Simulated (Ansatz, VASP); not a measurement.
**HgTe (Coloradoite) in VASP and in Ansatz**

File INCAR:

```
SYSTEM = HgTe
PREC     = Accurate       ! precision mode
ENCUT    = 600            ! plane-wave cutoff, eV
EDIFF    = 1E-7           ! SCF threshold, eV
ISMEAR   = -1             ! smearing method
SIGMA    = 0.05           ! smearing width, eV
LREAL    = .False.        ! projectors in reciprocal space
LASPH    = .True.         ! aspherical terms in the spheres
NELM     = 60             ! most SCF steps
ALGO     = Normal         ! electronic algorithm
ISIF     = 3              ! what is computed and relaxed
LWAVE    = .False.        ! write WAVECAR
LCHARG   = .False.        ! write CHGCAR
GGA      = CA             ! functional
IBRION   = 2              ! ionic algorithm
NSW      = 60             ! ionic steps
EDIFFG   = -0.01          ! ionic threshold
```

File KPOINTS:

```
Automatic mesh
0
Gamma
  7 7 7
  0 0 0
```

File POSCAR:

```
HgTe
1.0
    0.0000000000      3.2145000000      3.2145000000
    3.2145000000      0.0000000000      3.2145000000
    3.2145000000      3.2145000000      0.0000000000
Hg Te
1 1
Direct
    0.0000000000      0.0000000000      0.0000000000
    0.7500000000      0.7500000000      0.7500000000
```

The input input.yaml:

```yaml
crystal:
  lattice:
    - [0.0, 3.2145, 3.2145]
    - [3.2145, 0.0, 3.2145]
    - [3.2145, 3.2145, 0.0]
  atoms:
    - { symbol: Hg, position: [0.0, 0.0, 0.0] }
    - { symbol: Te, position: [0.75, 0.75, 0.75] }
hamiltonian:
  xc: lda
  pseudopotentials: { kind: paw }
kpoints:
  mp_grid: { grid: [7, 7, 7] }
scf:
  occupations: { method: fermi_dirac, width: 0.05 }
output:
  forces: true
  stress: true
  write_density: true
  write_potential: true
  elf: true
  volumetric_format: npy
relax:
  f_tol: 0.01
  max_steps: 40
  cell: { stress_tol: 0.05 }
```

Alike in both runs: task relaxation of cell and atoms; functional LDA; k mesh 7 × 7 × 7; occupations fermi-dirac, width 0.05 eV; no spin polarisation.

|  | VASP | Ansatz |
| --- | --- | --- |
| version | VASP 6.6.1 | Ansatz 0.2.0 |
| potentials or method | VASP PAW LDA potentials, release 64 (Hg, Te) | Ansatz PAW |
| plane-wave cutoff (eV) | 600 | 420 |
| valence electrons in the cell | 18 | 36 |

```csv
,VASP,Ansatz,Ansatz less VASP
"gap on the k mesh at the Fermi level, each at its own relaxed structure (eV)",none,none,-
relaxed volume (Å³/atom),33.54,33.33,-0.208
relaxed cell length with the largest relative difference (Å),4.561,4.551,-0.0095
```

A gap of «none» marks a metal or a gap that the smearing closes. The two sets of potentials don't hold the same shells in valence.

Caveats: the plane-wave basis is chosen anew once the cell has moved, so the energies of steps on either side of that aren't comparable (Ansatz); the PAW data sets come from PBE, with cores solved anew for the run's functional, which leaves a small shift of forces and pressure (Ansatz). The runs have no spin-orbit coupling, so splittings on Hg, Te are missing.
